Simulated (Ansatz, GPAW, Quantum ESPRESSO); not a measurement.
## ZrC: programs and potentials compared

```xyz
2
Lattice="0.0000 2.3650 2.3650 2.3650 0.0000 2.3650 2.3650 2.3650 0.0000" Properties=species:S:1:pos:R:3 pbc="T T T"
Zr    2.3650    2.3650    2.3650
C     0.0000    0.0000    0.0000
```

Alike in all runs: task band structure; functional PBEsol; k mesh 10 × 10 × 10; occupations fermi-dirac, width 0.05 eV; no spin polarisation; no spin-orbit coupling. Pressure is positive in compression and, in plane waves, holds the error of the finite cutoff.

```json
{"program and potentials": "GPAW, PAW data sets generated for this functional", "plane-wave cutoff (eV)": "800", "notes": "-", "pressure (GPa)": "-9.31"}
{"program and potentials": "Ansatz, all-electron LAPW, scalar-relativistic", "plane-wave cutoff (eV)": "-", "notes": "-", "pressure (GPa)": "-8.44"}
{"program and potentials": "Quantum ESPRESSO, PseudoDojo 0.4.1 SR PBEsol standard", "plane-wave cutoff (eV)": "1116", "notes": "-", "pressure (GPa)": "-8.29"}
```

The pressure spans -9.31 (GPAW, PAW data sets generated for this functional) to -8.29 GPa (Quantum ESPRESSO, PseudoDojo 0.4.1 SR PBEsol standard), with all-electron results at -8.44.

The functional is the same throughout but for its coding, so the spread measures potentials, basis and numerics; runs on potential files found faulty are left out.

All three calculations put the ZrC cell under tension, so at this functional's equilibrium the lattice would be smaller than the one used. That the pressure reaches several GPa reflects the stiffness of the carbide: strong covalent overlap of Zr d with C p states, with the bonding combinations largely filled and the antibonding ones largely empty, makes even a slight stretch costly. For the same reason, the differences in pressure probably correspond to only small differences in equilibrium lattice constant.

The pseudopotential result of -8.29 GPa lies close to the all-electron value of -8.44 GPa, while the PAW result of -9.31 GPa stands apart on the side of stronger tension, which could come from either its data sets or its lower cutoff, since an incomplete plane-wave basis usually makes the pressure too negative. The sign of the pressure is therefore robust across the programs, but agreement in pressure doesn't establish equal agreement in the band energies, which depend differently on the potentials.
